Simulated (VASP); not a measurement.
Here is a VASP 6.6.1 calculation.

Contents of INCAR:

```
ALGO = Fast
EDIFF = 1E-7
EDIFFG = -0.01
ENCUT = 600
GGA = PE
IBRION = 2
ISIF = 2
ISMEAR = 1
LASPH = T
LCHARG = F
LREAL = F
LWAVE = F
NELM = 80
NSW = 40
PREC = Accurate
SIGMA = 0.1
```

Contents of KPOINTS:

```
k-points
0
Gamma
  14 14 14
```

File POSCAR:

```
Bi                                      
1.0
   -2.0030544666      2.0030544666      2.0030544666
    2.0030544666     -2.0030544666      2.0030544666
    2.0030544666      2.0030544666     -2.0030544666
  Bi            
     1
Direct
     0.0000000000000000    0.0000000000000000    0.0000000000000000
```

Potentials or basis: VASP PAW PBE potentials, release 64 (Bi_d).

Run with:

```bash
$ cat potpaw_PBE.64/Bi_d/POTCAR > POTCAR
$ mpirun -np 1 vasp_std > vasp.out
```

Question: What does it give for the band gap on the k mesh?

Answer: None (metal or under the smearing width).

Final structure:
```
Bi
1.0
    -2.00305    2.00305    2.00305
     2.00305   -2.00305    2.00305
     2.00305    2.00305   -2.00305
Bi
1
Direct
  0.00000 0.00000 0.00000
```

Caveat: the relaxation stopped at its first step, so nothing moved; spin-orbit coupling is left out, which moves the levels of the heavy elements.
